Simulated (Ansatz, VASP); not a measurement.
# Cross-check of Sb between VASP and Ansatz, part 2 of 2

Wanted: the spread between two codes on one cell, functional and k mesh. The cell is taken from a series of runs on this material, whose earlier steps may have relaxed, scaled, displaced or heated it; both programs get it as it stands.

VASP 6.6.1 and Ansatz 0.2.0.

So far: Set-up; Ansatz: single point, PBE, spin-orbit coupling, pair 1; VASP: single point, PBE, spin-orbit coupling, pair 1; Differences.

### Step 5. Ansatz: single point, PBE, spin-orbit coupling, pair 2

Level of this step: Ansatz beside VASP: Kohn-Sham DFT, plane waves, PBE, spin-orbit coupling (Ansatz).

A single point gives forces, pressure and levels at one fixed geometry, so differences don't come from the geometry; what else differs is listed under the comparison.

The cell is taken from a series of runs on this material, whose earlier steps may have relaxed, scaled, displaced or heated it; both programs get it as it stands.

File input.yaml:

```yaml
crystal:
  lattice:
    - [4.1283865035, 0.0, 0.0]
    - [-2.0641932518, 3.7182990922, 0.0]
    - [0.0, 0.0, 26.5]
  atoms:
    - { symbol: Sb, position: [0.3349231482, 0.6698462965, 0.4699086021] }
    - { symbol: Sb, position: [0.6650768518, 0.3301537035, 0.5300913979] }
  periodic: [true, true, false]
kpoints:
  mp_grid: { grid: [6, 6, 1] }
  band_path:
    path:
      - [0.0, 0.0, 0.0]
      - [0.5, 0.0, 0.0]
      - [0.3333333333, 0.3333333333, 0.0]
      - [0.3, 0.0, 0.0]
    npoints: 1
hamiltonian:
  xc: pbe
  pseudopotentials: { kind: paw_fr, azcp: { folder: soft_1 } }
scf:
  occupations: { method: fermi_dirac, width: 0.02 }
  n_extra_bands: 8
magnetization:
  noncollinear: true
  spin_orbit: true
output:
  eigenvalues: true
  write_density: true
  write_potential: true
  elf: true
  volumetric_format: npy
```

Run with:

```bash
> ansatz run input.yaml --threads 4 --pin off --max-ram 17510MiB --backend cpu --events-out ev --progress --plain --runs-dir out
```

Numbers of over 12 decimals in the logs are rounded to 6 here.

The log of the run:

```text
[...]
Crystal: 2 atoms, lattice volume = 406.790 Å³
Basis set: ecut = 420 eV, 7899 PW (Γ)
Bands: 38, of which v1, the nominal top of the filled ones, is band 30 counted from 1 (29 counted from 0)
Symmetry: 4 space group operations + 4 with time reversal
[...]
k-points: 13 of 36
Projection manifold: j_resolved (fully-relativistic pseudo-atomic orbitals)
[...]
k-point 0: bands = [... 26 lower, -5.0238, -5.0238, -4.7615, -4.7615, -3.7037, -3.7037, -2.4517, -2.4517, ... 4 higher]
  k-point 1: bands = [... 26 lower, -5.5354, -5.5354, -5.0947, -5.0947, -3.0889, -3.0889, -1.9802, -1.9802, ... 4 higher]
  k-point 2: bands = [... 26 lower, -6.1344, -6.1344, -5.5818, -5.5818, -3.4006, -3.4006, -1.8085, -1.8085, ... 4 higher]
  k-point 12: bands = [... 26 lower, -7.1252, -7.1252, -5.9277, -5.9277, -2.7075, -2.7075, -2.2261, -2.2261, ... 4 higher]
[key lines of the parts left out:]
SCF converged after 7 iterations
Magnetization: |M| = 0.0000 μB,  M = (+0.0000, +0.0000, +0.0000) μB
Free energy (F): -12973.779432 eV
Fermi energy:    -4.234569 eV
```

### Step 6. VASP: single point, PBE, spin-orbit coupling, pair 2

The same cell, functional, mesh and smearing now go to VASP, with its own data sets.

File INCAR:

```
SYSTEM = Sb
PREC = Accurate
ENCUT = 400
EDIFF = 1E-06
NELM = 200
ISMEAR = -1
SIGMA = 0.02
LREAL = .FALSE.
ALGO = Normal
GGA = PE
LNONCOLLINEAR = .TRUE.
MAGMOM = 0 0 0 0 0 0
NBANDS = 22
GGA_COMPAT = .FALSE.
LASPH = .TRUE.
LSORBIT = .TRUE.
LORBIT = 11
LWAVE = .FALSE.
LCHARG = .FALSE.
ISIF = 2
LDIPOL = .TRUE.
IDIPOL = 3
DIPOL = 0.5 0.5 0.5
LVHAR = .TRUE.
EFERMI = MIDGAP
NELMDL = -8
KPAR = 2
```

File POSCAR:

```
Sb
1.0
    4.1283865035      0.0000000000      0.0000000000
   -2.0641932518      3.7182990922      0.0000000000
    0.0000000000      0.0000000000     26.5000000000
Sb
2
Direct
    0.3349231483      0.6698462966      0.4699086021
    0.6650768518      0.3301537036      0.5300913979
```

File KPOINTS:

```
Automatic mesh
0
Gamma
6 6 1
0 0 0
```

Potentials, in the order of the species: Sb (PBE family, release 64).

Run with:

```bash
> mpirun -np 2 vasp_ncl
```

The log of the run:

```text
[... set-up lines as in an earlier step ...]
 entering main loop
       N       E                     dE             d eps       ncg     rms          rms(c)
DAV:   1     0.542583027363E+02    0.54258E+02   -0.20561E+03   572   0.452E+02
DAV:   2    -0.154774485768E+01   -0.55806E+02   -0.51623E+02   882   0.880E+01
DAV:   3    -0.805853989772E+01   -0.65108E+01   -0.64732E+01   772   0.359E+01
DAV:   4    -0.823235654889E+01   -0.17382E+00   -0.17371E+00   732   0.739E+00
[...]
DAV:  22    -0.819524137773E+01   -0.30800E-05   -0.39745E-08   592   0.714E-04    0.168E-04
DAV:  23    -0.819524396792E+01   -0.25902E-05   -0.43989E-08   506   0.578E-04    0.707E-05
DAV:  24    -0.819524487818E+01   -0.91026E-06   -0.14235E-08   512   0.321E-04
   1 F= -.81952449E+01 E0= -.81952449E+01  d E =-.394819E-12  mag=     0.0000    -0.0000     0.0000
```

From OUTCAR (step 6):

```text
  Total       -0.0844909     -0.9549053      0.2142495      0.0000000     -0.0016965      0.0000000
  in kB       -0.3327744     -3.7609742      0.8438396      0.0000000     -0.0066818      0.0000000
  external PRESSURE =      -1.0833030 kB  Pullay stress =       0.0000000 kB

 POSITION                                       TOTAL-FORCE (eV/Angst)
 -----------------------------------------------------------------------------------
     -0.00000      2.49069     12.45258        -0.000000      0.000558     -0.137087
      2.06419      1.22761     14.04742         0.000000     -0.000558      0.137087
 -----------------------------------------------------------------------------------
    total drift:                               -0.000000     -0.000000     -0.000000

  FREE ENERGIE OF THE ION-ELECTRON SYSTEM (eV)
  ---------------------------------------------------
  free  energy   TOTEN  =        -8.1952448782 eV

  energy  without entropy=       -8.1952448782  energy(sigma->0) =       -8.19524488

 magnetization (x)
# of ion       s       p       d       tot
------------------------------------------
    1       -0.000  -0.000   0.000  -0.000
    2       -0.000  -0.000   0.000  -0.000
--------------------------------------------------
tot         -0.000  -0.000   0.000  -0.000

[... 3 parts as in an earlier step ...]

[... 2 further parts left out ...]
[key lines of the parts left out:]
E-fermi :  -2.5813
```

### Step 7. Side by side

What differs besides the data sets and the points named for the pairs above, as far as they apply: the data sets hold 30 valence electrons in Ansatz (on its PAW fully relativistic soft_1 files) and 10 in VASP. Total energies have different zeros and are not compared.

Compared:

```
              quantity  Ansatz   VASP  difference
gap on the k mesh (eV)   1.058  1.031      +0.027
```

A gap on the mesh is an upper bound, since the band edges may lie between its points. With vacuum in the cell, a pressure given here is an average over mostly empty space and none of the material.

### Step 8. Summary of results

- difference in gap on the k mesh (single point, PBE, spin-orbit coupling, pair 1): -0.0097 eV
- difference in gap on the k mesh (single point, PBE, spin-orbit coupling, pair 2): 0.027 eV

In words: The difference in gap on the k mesh is 0.027 eV (single point, PBE, spin-orbit coupling, pair 2), within the 0.08 eV picked in this series as the mark of a large difference. The data sets hold unlike numbers of valence electrons (30 in Ansatz and 10 in VASP), so part of the differences comes from the potentials. How closely two codes agree says nothing of how well the functional describes the real material.

[Lines on the potential files, build, host, timing and source positions are cut from VASP's logs without a mark.]

[Logs are printed without paths, hosts, clocks, repeated set-up lines and the standing remarks that a program may print on its own settings, such as how far it seeks lower states.]

[Hosts, paths, dates, database ids (printed as entryN), source tags and the programs' standing remarks are cut or masked in the printed files.]
